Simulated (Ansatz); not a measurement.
# MgO (Periclase): optical spectrum from first principles, part 2 of 2

Aim: the dielectric function of MgO (Periclase), and the optical constants that follow from it. The cell comes from an older database entry, whose edges can differ from later determinations, mostly by under a per cent.

Ansatz 0.2.0; DFT, PBE, plane-wave PAW, default files, scalar-relativistic, independent-particle optical response without local fields.

So far. Step 2 (Ground state and bands): There is a gap, 4.71 eV on the path, so no carriers' term is needed. The cell is left with a pressure of 4.1 GPa, as it stands unrelaxed at this level.

The database entry behind the starting cell differs from later determinations by our own check (about 0.1 % long), so it need not match the best structure at ambient conditions.

### 3. Spectrum (continued)

Re ε, any direction against photon energy:

photon energy (eV), Re ε, any direction and a bar:
```
      0.0       3.26 ##################
      0.5       3.27 ##################
      1.0       3.28 ##################
      1.5       3.31 ##################
      2.0       3.35 ##################
      2.5       3.41 ###################
      3.0       3.49 ###################
      3.5       3.60 ####################
      4.0       3.75 #####################
      4.5       4.04 ######################
      5.0       4.35 ########################
      5.5       4.26 ########################
      6.0       4.23 ########################
      6.5       4.25 ########################
      7.0       4.33 ########################
      7.5       4.49 #########################
      8.0       4.80 ###########################
      8.5       5.27 ##############################
      9.0       3.56 ###################
      9.5       3.21 #################
     10.0       3.33 ##################
     10.5       4.48 #########################
     11.0       2.84 ###############
     11.5       0.39 
     12.0       0.72 ##
     12.5       0.83 ###
     13.0       0.71 ##
     13.5       1.15 #####
     14.0       1.45 ######
```

Table of refractive index n and extinction k by photon energy:

```
photon energy (eV)     n       k
               0.0  1.81       0
               0.5  1.81       0
               1.0  1.81       0
               1.5  1.82       0
               2.0  1.83       0
               2.5  1.85       0
               3.0  1.87       0
               3.5  1.90       0
               4.0  1.94       0
               4.5  2.01  4.6e-5
               5.0  2.09   0.122
               5.5  2.07   0.190
               6.0  2.07   0.231
               6.5  2.08   0.264
               7.0  2.10   0.297
               7.5  2.15   0.337
               8.0  2.23   0.403
               8.5  2.39   0.661
               9.0  2.06   0.830
               9.5  1.95   0.776
              10.0  1.96   0.710
              10.5  2.23   0.707
              11.0  2.17    1.37
              11.5  1.53    1.40
              12.0  1.42    1.14
              12.5  1.38    1.04
              13.0  1.36    1.07
              13.5  1.29   0.715
              14.0  1.50   0.899
```

Reflectivity at normal incidence, any direction against photon energy; read off at these points:

photon energy (eV), reflectivity at normal incidence, any direction (%) and a bar from the least value:
```
     0.00        8.3 
     0.50        8.3 
     1.00        8.3 
     1.50        8.5 
     2.00        8.6 #
     2.50        8.9 #
     3.00        9.2 #
     3.50        9.6 ##
     4.00       10.2 ###
     4.50       11.3 ####
     5.00       12.6 ######
     5.50       12.5 ######
     6.00       12.6 ######
     6.50       12.9 #######
     7.00       13.4 #######
     7.50       14.2 ########
     8.00       15.8 ###########
     8.50       19.9 ################
     8.60       20.4 #################
     9.00       18.0 ##############
     9.50       16.2 ###########
    10.00       15.4 ##########
    10.50       18.4 ##############
    11.00       27.3 ###########################
    11.30       29.4 ##############################
    11.50       26.8 ##########################
    12.00       20.6 ##################
    12.50       18.1 ##############
    13.00       18.9 ###############
    13.10       19.7 ################
    13.50       10.3 ###
    14.00       15.0 ##########
```

The loss function −Im 1/ε at q → 0, any direction has structure finer than the step of the table below, so its rows give means over 0.5 eV, whole bins alone (the curve runs from 0 to 14 eV). Peaks (eV: height): 13.35: 0.465.

Table of loss function −Im 1/ε at q → 0, any direction by energy loss; means over each step:

energy loss (eV), loss function −Im 1/ε at q → 0, any direction and a bar:
```
      4.0      0.000 
      4.5      0.001 
      5.0      0.025 ##
      5.5      0.042 ###
      6.0      0.051 ####
      6.5      0.057 ####
      7.0      0.061 #####
      7.5      0.065 #####
      8.0      0.069 #####
      8.5      0.090 #######
      9.0      0.139 ###########
      9.5      0.155 ############
     10.0      0.146 ###########
     10.5      0.112 #########
     11.0      0.136 ##########
     11.5      0.226 #################
     12.0      0.292 #######################
     12.5      0.318 #########################
     13.0      0.344 ##########################
     13.5      0.389 ##############################
```

At chosen wavelengths:

```
wavelength (nm)     n      k  R (%)        1/α
            800  1.82  0.000    8.5  over 1 mm
            532  1.84  0.000    8.8  over 1 mm
            450  1.86  0.000    9.0  over 1 mm
            405  1.87  0.000    9.2  over 1 mm
            365  1.89  0.000    9.5  over 1 mm
            308  1.94  0.000   10.2  over 1 mm
            193  2.08  0.259   12.8      59 nm
```

Rows near the edge hang on the gap, which this functional as a rule makes too small, and phonon-assisted absorption is left out.

A film 1 µm thick would pass 84 % of daylight and look colourless in transmission (x = 0.313, y = 0.330).

The f-sum over the summed bands holds 6.0 of the cell's 16 electrons outside the frozen cores, 10 of which lie in bands more than 12 eV below the Fermi level, whose transitions come at higher energies. Up to 14 eV the strength has a mean oscillator energy of 10.0 eV, and these transitions give 66 % of ε∞ − 1 along x; the rest comes from higher ones.

### 4. What came out

```json
{
 "gap on the path": "4.71 eV",
 "least direct gap on the path": "4.71 eV",
 "electronic dielectric constant ε∞, mean over x, y and z (by symmetry where fewer were run) (independent particles)": "3.26",
 "absorption onset, first axis (α over 10⁴ cm⁻¹, or the direct gap if that lies higher)": "4.71 eV",
 "main peak of Im epsilon, first axis": "11.0 eV"
}
```

**Reading.** At this level (PBE, independent particles) MgO has ε∞ = 3.26 and n = 1.81 at 1550 nm; absorption sets in near 4.7 eV, and Im ε peaks at 11.0 eV. The gap on the path is direct, 4.71 eV. Absorption passes 10⁴ cm⁻¹ from the direct gap on, 4.71 eV, in the ultraviolet, so the visible is passed. Distinct maxima of Im ε, read by a parabola through the highest points, lie at 8.66 eV (3.7) and 10.99 eV (6.0). The f-sum over the summed bands holds 6.0 of the cell's 16 electrons outside the frozen cores, 10 of which lie in bands more than 12 eV below the Fermi level, whose transitions come at higher energies. Up to 14 eV the strength has a mean oscillator energy of 10.0 eV, and these transitions give 66 % of ε∞ − 1 along x; the rest comes from higher ones. A film 1 µm thick would pass 84 % of daylight and look colourless in transmission (x = 0.313, y = 0.330). Excitons and phonon-assisted transitions are missing, and so are local fields; PBE gaps are as a rule too small, which pulls the onset down and ε∞ up. In the base run ε includes the program's bounded estimate of what the bands above those summed add.

[Logs are printed without paths, hosts, clocks, repeated set-up lines and the standing remarks that a program may print on its own settings, such as how far it seeks lower states.]

[Hosts, paths, dates, database ids (printed as entryN), source tags and the programs' standing remarks are cut or masked in the printed files.]
